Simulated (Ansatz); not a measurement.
## Pressure coefficients of CuI

```cif
data_structure
_symmetry_space_group_name_H-M 'F-43m'
_symmetry_Int_Tables_number 216
_cell_length_a 6.0790
_cell_length_b 6.0790
_cell_length_c 6.0790
_cell_angle_alpha 90.000
_cell_angle_beta 90.000
_cell_angle_gamma 90.000
_cell_volume 224.65
loop_
_atom_site_label
_atom_site_type_symbol
_atom_site_symmetry_multiplicity
_atom_site_Wyckoff_symbol
_atom_site_fract_x
_atom_site_fract_y
_atom_site_fract_z
_atom_site_occupancy
Cu1 Cu 4 a 0.00000 0.00000 0.00000 1
I1 I 4 d 0.25000 0.25000 0.75000 1
```

The runs use the primitive cell with vectors (0.000, 3.040, 3.040), (3.040, 0.000, 3.040), (3.040, 3.040, 0.000) Å, to which the k mesh refers.

It takes space group F-43m (No. 216, cubic). Conventional cell: a = 6.079 Å, b = 6.079 Å, c = 6.079 Å, α = 90.00°, β = 90.00°, γ = 90.00°. Around Cu (site symmetry -43m) lie 4 I at 2.63 Å. I (site symmetry -43m) has 4 Cu at 2.63 Å as nearest neighbours.

The structure comes from a relaxation in the same program, started in the zincblende type, and has space group F-43m. Whether it is a known phase or the ground state wasn't checked.

No spin–orbit coupling, which matters for the heavy atoms here.

All numbers below come from Ansatz 0.2.0, DFT, PBE, all-electron LAPW, scalar-relativistic.

Sampling and basis: a Γ-centred 12×12×12 k mesh, Fermi–Dirac smearing of 0.05 eV, basis error target 1 meV/atom, no spin polarisation.

The cell is scaled evenly with fractional coordinates held. Semilocal gaps are too small, but their slopes carry over better.

| V/V(cell) | P (GPa) | gap on the k mesh (eV) |
| --- | --- | --- |
| 0.9405 | 2.82 | 1.268 |
| 0.9800 | 0.84 | 1.154 |
| 1.0000 | 0.01 | 1.101 |
| 1.0200 | -0.72 | 1.051 |

Q: From the rows at 0.9800 and 1.0200, what is the bulk modulus at the cell's volume?

A: B = −ΔP/Δln V = −[(-0.72) − (0.84)]/0.04001 = 39.0 GPa.

Q: What are the gap's volume deformation potential and pressure coefficient?

A: dEg/dln V = (1.051 − 1.154)/0.04001 = -2.57 eV, and dEg/dP = −(dEg/dln V)/B = 66 meV/GPa: pressure widens the gap.

Q: Predict the row at V/V(cell) = 1.0600. How far is a linear estimate of P off?

A: P = -1.94 GPa, gap 0.960 eV. The linear estimate P(cell) − B ln(V/V(cell)) = -2.26 GPa misses by 0.32 GPa, since the modulus falls on expansion.
